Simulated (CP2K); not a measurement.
# MgS (P6_3mc) in CP2K: settings compared

One crystal, MgS, is run at these levels: PBE, LDA, PBEsol, r2SCAN, TB-mBJ; tasks: band structure.

Everything below comes from runs of CP2K 2026.2. Logs are shortened: lines on timing, memory, paths and dates and some standing lists are left out, and cuts for length are marked.

## Step 1: The crystal as given

The structure is hexagonal, space group P6_3mc (No. 186). The conventional cell has a = 4.035 Å, b = 4.035 Å, c = 6.432 Å, α = 90.00°, β = 90.00°, γ = 120.00°. S (site symmetry 3m) has 4 Mg at 2.45 to 2.47 Å as nearest neighbours. Mg (site symmetry 3m) is surrounded by 4 S at 2.45 to 2.47 Å.

The cell comes from a database or a generator and needn't be the stable form of this composition.

## Step 2: Band structure, PBE

mgs_bands.inp reads:

```
&GLOBAL
  PROJECT mgs_bands
  RUN_TYPE ENERGY_FORCE
  PRINT_LEVEL LOW
&END GLOBAL
&FORCE_EVAL
  METHOD QS
  STRESS_TENSOR ANALYTICAL
  &DFT
    BASIS_SET_FILE_NAME BASIS_MOLOPT_UZH
    POTENTIAL_FILE_NAME POTENTIAL_UZH
    &MGRID
      CUTOFF 1400
      REL_CUTOFF 60
      NGRIDS 5
    &END MGRID
    &QS
      METHOD GPW
      EPS_DEFAULT 1.0E-10
    &END QS
    &KPOINTS
      SCHEME MONKHORST-PACK 8 8 4
      GAMMA_CENTERED T
      SYMMETRY T
      SYMMETRY_BACKEND SPGLIB
    &END KPOINTS
    &SCF
      SCF_GUESS ATOMIC
      EPS_SCF 1.0E-6
      MAX_SCF 100
      ADDED_MOS 14
      CHOLESKY OFF
      EPS_EIGVAL 1.0E-7
      &DIAGONALIZATION ON
        ALGORITHM STANDARD
      &END DIAGONALIZATION
      &MIXING ON
        METHOD BROYDEN_MIXING
        ALPHA 0.4
        BETA 1.5
        NBUFFER 8
      &END MIXING
      &SMEAR ON
        METHOD FERMI_DIRAC
        ELECTRONIC_TEMPERATURE [K] 116.045
      &END SMEAR
    &END SCF
    &XC
      &XC_FUNCTIONAL
        &GGA_X_PBE
        &END GGA_X_PBE
        &GGA_C_PBE
        &END GGA_C_PBE
      &END XC_FUNCTIONAL
    &END XC
    &PRINT
      &KPOINTS ON
      &END KPOINTS
      &MULLIKEN ON
      &END MULLIKEN
      &MO ON
        ENERGIES T
        OCCUPATION_NUMBERS T
        &EACH
          QS_SCF 0
        &END EACH
        ADD_LAST NUMERIC
      &END MO
      &LOWDIN ON
      &END LOWDIN
      &HIRSHFELD ON
        SHAPE_FUNCTION DENSITY
      &END HIRSHFELD
      &BAND_STRUCTURE
        FILE_NAME bands.bs
        ADDED_MOS 4
        &KPOINT_SET
          UNITS B_VECTOR
          NPOINTS 8
          SPECIAL_POINT GAMMA 0.00000000 0.00000000 0.00000000
          SPECIAL_POINT M 0.50000000 0.00000000 0.00000000
          SPECIAL_POINT K 0.33333333 0.33333333 0.00000000
          SPECIAL_POINT GAMMA 0.00000000 0.00000000 0.00000000
          SPECIAL_POINT A 0.00000000 0.00000000 0.50000000
          SPECIAL_POINT L 0.50000000 0.00000000 0.50000000
          SPECIAL_POINT H 0.33333333 0.33333333 0.50000000
          SPECIAL_POINT A 0.00000000 0.00000000 0.50000000
        &END KPOINT_SET
        &KPOINT_SET
          UNITS B_VECTOR
          NPOINTS 8
          SPECIAL_POINT L 0.50000000 0.00000000 0.50000000
          SPECIAL_POINT M 0.50000000 0.00000000 0.00000000
        &END KPOINT_SET
        &KPOINT_SET
          UNITS B_VECTOR
          NPOINTS 8
          SPECIAL_POINT K 0.33333333 0.33333333 0.00000000
          SPECIAL_POINT H 0.33333333 0.33333333 0.50000000
        &END KPOINT_SET
      &END BAND_STRUCTURE
    &END PRINT
  &END DFT
  &SUBSYS
    &CELL
      A 4.0346224068 0.0000000000 0.0000000000
      B -2.0173112034 3.4940854990 0.0000000000
      C 0.0000000000 0.0000000000 6.4322941800
      PERIODIC XYZ
    &END CELL
    &COORD
      SCALED
      S   0.6666666667 0.3333333333 0.8792441500
      S   0.3333333333 0.6666666667 0.3792441500
      Mg  0.3333333333 0.6666666667 0.9957548500
      Mg  0.6666666667 0.3333333333 0.4957548500
    &END COORD
    &KIND S
      BASIS_SET TZVP-MOLOPT-PBE-GTH-q6
      POTENTIAL GTH-PBE-q6
    &END KIND
    &KIND Mg
      BASIS_SET TZVP-MOLOPT-PBE-GTH-q10
      POTENTIAL GTH-PBE-q10
    &END KIND
    &PRINT
      &ATOMIC_COORDINATES ON
      &END ATOMIC_COORDINATES
      &CELL ON
      &END CELL
    &END PRINT
  &END SUBSYS
  &PRINT
    &FORCES ON
    &END FORCES
    &STRESS_TENSOR ON
    &END STRESS_TENSOR
  &END PRINT
&END FORCE_EVAL
```

Potentials or basis: POTENTIAL_UZH S GTH-PBE-q6, Mg GTH-PBE-q10; TZVP-MOLOPT-PBE-GTH basis.

Launch:

```console
$ OMP_NUM_THREADS=1 mpirun -n 3 cp2k.psmp -i mgs_bands.inp -o mgs_bands.out
```

mgs_bands.out:

```text

 CP2K| version string:                                       CP2K version 2026.2
 CP2K| Input file name                                             mgs_bands.inp

 GLOBAL| Force Environment number                                              1
 GLOBAL| Basis set file name                                    BASIS_MOLOPT_UZH
 GLOBAL| Potential file name                                       POTENTIAL_UZH
 GLOBAL| MM Potential file name                                     MM_POTENTIAL
 GLOBAL| Coordinate file name                                      __STD_INPUT__
 GLOBAL| Method name                                                        CP2K
 GLOBAL| Project name                                                  mgs_bands
 GLOBAL| Run type                                                   ENERGY_FORCE
 GLOBAL| FFT library                                                       FFTW3
 GLOBAL| Diagonalization library                                       ScaLAPACK
 GLOBAL| Cholesky decomposition library                                ScaLAPACK
 GLOBAL| DGEMM library                                                      BLAS
 GLOBAL| Direct generalized diagonalization requested                          F
 GLOBAL| Matrix multiplication library                                 ScaLAPACK
 GLOBAL| Global print level                                                  LOW
 GLOBAL| Total number of message passing processes                             3
 GLOBAL| Number of threads for this process                                    1
 GLOBAL| CPU model name                                                  UNKNOWN

 CELL| Volume [angstrom^3]:                                            90.678081
 CELL| Vector a [angstrom]:       4.035     0.000     0.000   |a| =     4.034622
 CELL| Vector b [angstrom]:      -2.017     3.494     0.000   |b| =     4.034622
 CELL| Vector c [angstrom]:       0.000     0.000     6.432   |c| =     6.432294
 CELL| Angle (b,c), alpha [degree]:                                    90.000000
 CELL| Angle (a,c), beta  [degree]:                                    90.000000
 CELL| Angle (a,b), gamma [degree]:                                   120.000000
 CELL| Numerically orthorhombic:                                              NO
 CELL| Periodicity                                                           XYZ

 CELL_REF| Volume [angstrom^3]:                                        90.678081
 CELL_REF| Vector a [angstrom     4.035     0.000     0.000   |a| =     4.034622
 CELL_REF| Vector b [angstrom    -2.017     3.494     0.000   |b| =     4.034622
 CELL_REF| Vector c [angstrom     0.000     0.000     6.432   |c| =     6.432294
 CELL_REF| Angle (b,c), alpha [degree]:                                90.000000
 CELL_REF| Angle (a,c), beta  [degree]:                                90.000000
 CELL_REF| Angle (a,b), gamma [degree]:                               120.000000
 CELL_REF| Numerically orthorhombic:                                          NO
 CELL_REF| Periodicity                                                       XYZ
[... 10 lines left out ...]

  Total number of            - Atomic kinds:                                   2
                             - Atoms:                                          4
                             - Shell sets:                                     4
                             - Shells:                                        26
                             - Primitive Cartesian functions:                 22
                             - Cartesian basis functions:                     56
                             - Spherical basis functions:                     54

  Maximum angular momentum of- Orbital basis functions:                        2
                             - Local part of the GTH pseudopotential:          2
                             - Non-local part of the GTH pseudopotential:      2

 MODULE QUICKSTEP: ATOMIC COORDINATES IN ANGSTROM

   Atom Kind Element         X             Y             Z       Z(eff)     Mass
      1    1 S    16      2.017311      1.164695      5.655557   6.0000  32.0650
      2    1 S    16     -0.000000      2.329390      2.439410   6.0000  32.0650
      3    2 Mg   12     -0.000000      2.329390      6.404988  10.0000  24.3050
      4    2 Mg   12      2.017311      1.164695      3.188841  10.0000  24.3050

 SCF PARAMETERS         Density guess:                                    ATOMIC
[... 9 lines left out ...]
                        --------------------------------------------------------
                        level_shift [a.u.]:                             0.000000
                        added MOs                                        14    0
                        --------------------------------------------------------
                        Mixing method:                            BROYDEN_MIXING
                                                charge density mixing in g-space
                        --------------------------------------------------------
[... 77 lines left out ...]
    13 Broy./Diag. 0.40E+00    0.8     0.00000448      -147.2684005963  3.99E-05
    14 Broy./Diag. 0.40E+00    0.8     0.00000070      -147.2683812161  1.94E-05

  *** SCF run converged in    14 steps ***

  Electronic density on regular grids:        -31.9999999687        0.0000000313
  Core density on regular grids:               31.9999999986       -0.0000000014
  Total charge density on r-space grids:        0.0000000299
  Total charge density g-space grids:           0.0000000299

  Overlap energy of the core charge distribution:               0.00000000000000
  Self energy of the core charge distribution:               -341.14722359394693
  Core Hamiltonian energy:                                     97.32869166683646
  Hartree energy:                                             118.39055745776336
  Exchange-correlation energy:                                -21.84040674675649
  Electronic entropic energy:                                  -0.00000000000000
  Fermi energy:                                                 0.19103388727566

  Total energy:                                              -147.26838121610362
  Total energy (extrapolated to T->0):                       -147.26838121610362

 MO| EIGENVALUES AND OCCUPATION NUMBERS FOR K POINT 1
 MO|
 MO|  Index      Eigenvalue [a.u.]        Eigenvalue [eV]             Occupation
 MO|      1              -2.642414             -71.903749               2.000000
 MO|      2              -2.642414             -71.903734               2.000000
 MO|      3              -1.421362             -38.677240               2.000000
 MO|      4              -1.421357             -38.677093               2.000000
 MO|      5              -1.421340             -38.676635               2.000000
 MO|      6              -1.421323             -38.676175               2.000000
[... 355 lines left out ...]
 MO|     29               0.715093              19.458683               0.000000
 MO|     30               0.761206              20.713464               0.000000
 MO| Sum:                                                              32.000000
 MO| E(Fermi):            0.191034 a.u.          5.198296 eV
 MO| Band gap:            0.214073 a.u.          5.825221 eV

 !-----------------------------------------------------------------------------!
                     Mulliken Population Analysis

 #  Atom  Element  Kind  Atomic population                           Net charge
       1     S        1          7.149950                             -1.149950
       2     S        1          7.149950                             -1.149950
       3     Mg       2          8.850050                              1.149950
       4     Mg       2          8.850050                              1.149950
 # Total charge                             32.000000                  0.000000

 !-----------------------------------------------------------------------------!

 !-----------------------------------------------------------------------------!
                           Hirshfeld Charges

  #Atom  Element  Kind  Ref Charge     Population                    Net charge
      1       S      1       6.000          6.326                        -0.326
      2       S      1       6.000          6.326                        -0.326
      3       Mg     2      10.000          9.674                         0.326
      4       Mg     2      10.000          9.674                         0.326

  Total Charge                                                           -0.000
 !-----------------------------------------------------------------------------!

 LOWDIN POPULATION ANALYSIS

 #  Atom  Element  Kind  Atomic population                           Net charge
       1     S        1          6.739988                             -0.739988
       2     S        1          6.738591                             -0.738591
       3     Mg       2          9.260254                              0.739746
       4     Mg       2          9.261167                              0.738833
 # Total charge                             32.000000                 -0.000000

 KPOINTS| Band Structure Calculation
 KPOINTS| Number of k-point sets                                               3
 KPOINTS| Number of added MOs/bands                                            4
 KPOINTS| Number of k-points in set    1                                      57
 KPOINTS| In units of b-vector [2pi/Bohr]
 KPOINTS| Special point     1       GAMMA     0.000000     0.000000     0.000000
 KPOINTS| Special point     2           M     0.500000     0.000000     0.000000
 KPOINTS| Special point     3           K     0.333333     0.333333     0.000000
 KPOINTS| Special point     4       GAMMA     0.000000     0.000000     0.000000
 KPOINTS| Special point     5           A     0.000000     0.000000     0.500000
 KPOINTS| Special point     6           L     0.500000     0.000000     0.500000
 KPOINTS| Special point     7           H     0.333333     0.333333     0.500000
 KPOINTS| Special point     8           A     0.000000     0.000000     0.500000
 KPOINTS| Number of k-points in set    2                                       9
 KPOINTS| In units of b-vector [2pi/Bohr]
 KPOINTS| Special point     1           L     0.500000     0.000000     0.500000
 KPOINTS| Special point     2           M     0.500000     0.000000     0.000000
 KPOINTS| Number of k-points in set    3                                       9
 KPOINTS| In units of b-vector [2pi/Bohr]
 KPOINTS| Special point     1           K     0.333333     0.333333     0.000000
 KPOINTS| Special point     2           H     0.333333     0.333333     0.500000

 ENERGY| Total FORCE_EVAL ( QS ) energy [hartree]           -147.268409736360667

 FORCES| Atomic forces [hartree/bohr]
 FORCES|   Atom     x               y               z               |f|
 FORCES|      1  1.04158734E-06 -6.12093677E-07 -8.28150239E-04   8.28151120E-04
 FORCES|      2 -1.04158722E-06  6.12093714E-07 -8.27967415E-04   8.27968297E-04
 FORCES|      3  1.00798121E-06 -5.83905466E-07 -4.84025924E-03   4.84025938E-03
 FORCES|      4 -1.00798095E-06  5.83905333E-07 -4.84040677E-03   4.84040691E-03
 FORCES| Sum     3.70977974E-13 -9.59871875E-14 -1.13367837E-02
 FORCES| Total atomic force                                       1.13367837E-02

 STRESS| Analytical stress tensor [bar]
 STRESS|                        x                   y                   z
 STRESS|      x        2.58965355235E+04  -4.84349979618E+01  -5.41826083746E-07
 STRESS|      y       -4.84349979618E+01   2.58404919511E+04  -6.36443621789E-07
 STRESS|      z       -5.41826083746E-07  -6.36443621789E-07   2.10263931723E+04
 STRESS| 1/3 Trace                                             2.42544735489E+04
 STRESS| Determinant                                           1.40703760084E+13

 STRESS| Eigenvectors and eigenvalues of the analytical stress tensor [bar]
 STRESS|                        1                   2                   3
 STRESS| Eigenvalues   2.10263931723E+04   2.58125568831E+04   2.59244705914E+04
 STRESS|      x           0.000000000113      0.499612416430      0.866249059653
 STRESS|      y           0.000000000133      0.866249059653     -0.499612416430
 STRESS|      z           1.000000000000     -0.000000000172     -0.000000000031
```

It took 15 s on 3 MPI ranks of Arm Neoverse V2, shared host.

Results:

```yaml
Free_energy: -4007.3772 eV
Pressure: 2.4 GPa
Band_gap_along_the_path: 3.29 eV, direct
Mulliken_charges: S -1.15; Mg +1.15 e
Hirshfeld_charges: S -0.33; Mg +0.33 e
```

Stress tensor (GPa, compression positive):
```
2.59 0.00 0.00
0.00 2.58 0.00
0.00 0.00 2.10
```

Levels at the corners of the path, in eV from the valence-band top:
```
point  band 14  band 15  band 16  band 17  band 18  band 19
    Γ    -0.17    -0.17     0.00     3.29     4.68     7.64
    M    -1.32    -0.99    -0.51     5.40     5.62     6.58
    K    -1.41    -1.41    -1.40     5.77     7.41     7.41
    Γ    -0.17    -0.17     0.00     3.29     4.68     7.64
    A    -0.40    -0.40    -0.40     4.81     4.81     7.91
    L    -0.95    -0.85    -0.85     5.02     5.02     7.01
    H    -2.07    -0.57    -0.57     6.25     6.25     7.84
    A    -0.40    -0.40    -0.40     4.81     4.81     7.91
    L    -0.95    -0.85    -0.85     5.02     5.02     7.01
    M    -1.32    -0.99    -0.51     5.40     5.62     6.58
    K    -1.41    -1.41    -1.40     5.77     7.41     7.41
    H    -2.07    -0.57    -0.57     6.25     6.25     7.84
```

Caveat: Mulliken charges move with the basis; the basis of atomic orbitals isn't converged, which shifts pressures, moduli and gaps.

## Step 3: Band structure, LDA

Changes to mgs_bands.inp since step 2:

```diff
@@ -10,3 +10,3 @@
     BASIS_SET_FILE_NAME BASIS_MOLOPT_UZH
-    POTENTIAL_FILE_NAME POTENTIAL_UZH
+    POTENTIAL_FILE_NAME GTH_POTENTIALS
     &MGRID
@@ -18,3 +18,3 @@
       METHOD GPW
-      EPS_DEFAULT 1.0E-10
+      EPS_DEFAULT 1.0E-9
     &END QS
@@ -44,3 +44,3 @@
         METHOD FERMI_DIRAC
-        ELECTRONIC_TEMPERATURE [K] 116.045
+        ELECTRONIC_TEMPERATURE [K] 580.226
       &END SMEAR
@@ -49,6 +49,6 @@
       &XC_FUNCTIONAL
-        &GGA_X_PBE
-        &END GGA_X_PBE
-        &GGA_C_PBE
-        &END GGA_C_PBE
+        &LDA_X
+        &END LDA_X
+        &LDA_C_PW
+        &END LDA_C_PW
       &END XC_FUNCTIONAL
@@ -68,13 +68,8 @@
       &END MO
-      &LOWDIN ON
-      &END LOWDIN
-      &HIRSHFELD ON
-        SHAPE_FUNCTION DENSITY
-      &END HIRSHFELD
       &BAND_STRUCTURE
         FILE_NAME bands.bs
-        ADDED_MOS 4
+        ADDED_MOS 2
         &KPOINT_SET
           UNITS B_VECTOR
-          NPOINTS 8
+          NPOINTS 6
           SPECIAL_POINT GAMMA 0.00000000 0.00000000 0.00000000
@@ -90,3 +85,3 @@
           UNITS B_VECTOR
-          NPOINTS 8
+          NPOINTS 6
           SPECIAL_POINT L 0.50000000 0.00000000 0.50000000
@@ -96,3 +91,3 @@
           UNITS B_VECTOR
-          NPOINTS 8
+          NPOINTS 6
           SPECIAL_POINT K 0.33333333 0.33333333 0.00000000
@@ -119,3 +114,3 @@
       BASIS_SET TZVP-MOLOPT-PBE-GTH-q6
-      POTENTIAL GTH-PBE-q6
+      POTENTIAL GTH-PADE-q6
     &END KIND
@@ -123,3 +118,3 @@
       BASIS_SET TZVP-MOLOPT-PBE-GTH-q10
-      POTENTIAL GTH-PBE-q10
+      POTENTIAL GTH-PADE-q10
     &END KIND
```

Potentials or basis: GTH_POTENTIALS S GTH-PADE-q6, Mg GTH-PADE-q10; TZVP-MOLOPT-PBE-GTH basis.

Launch:

```console
$ OMP_NUM_THREADS=1 mpirun -n 3 cp2k.psmp -i mgs_bands.inp -o mgs_bands.out
```

Run time: 11 s. Hardware: 3 MPI ranks of Arm Neoverse V2, shared host.

The run converged. Its results:

| Quantity | Value |
| --- | --- |
| Free energy | -3999.2421 eV |
| Pressure | -0.6 GPa |
| Band gap along the path | 3.01 eV, direct |
| Mulliken charges | S -1.02; Mg +1.02 e |

Stress tensor (GPa, compression positive):
```
-0.55  0.00  0.00
 0.00 -0.55  0.00
 0.00  0.00 -0.84
```

Levels at the corners of the path, in eV from the valence-band top:
```csv
point,band 13,band 14,band 15,band 16,band 17,band 18,band 19,band 20
Γ,-0.62,-0.17,-0.17,0.00,3.01,4.44,7.44,7.44
M,-2.02,-1.36,-1.02,-0.52,5.17,5.39,6.39,8.24
K,-2.48,-1.45,-1.45,-1.44,5.56,7.22,7.22,9.10
Γ,-0.62,-0.17,-0.17,0.00,3.01,4.44,7.44,7.44
A,-0.40,-0.40,-0.40,-0.40,4.56,4.56,7.70,7.70
L,-0.98,-0.98,-0.87,-0.87,4.78,4.78,6.83,6.83
H,-2.13,-2.13,-0.59,-0.59,6.02,6.02,7.63,7.63
A,-0.40,-0.40,-0.40,-0.40,4.56,4.56,7.70,7.70
L,-0.98,-0.98,-0.87,-0.87,4.78,4.78,6.83,6.83
M,-2.02,-1.36,-1.02,-0.52,5.17,5.39,6.39,8.24
K,-2.48,-1.45,-1.45,-1.44,5.56,7.22,7.22,9.10
H,-2.13,-2.13,-0.59,-0.59,6.02,6.02,7.63,7.63
```

Caveat: Mulliken charges move with the basis; the basis of atomic orbitals isn't converged, which shifts pressures, moduli and gaps.

(Continued in part 2 of 2.)
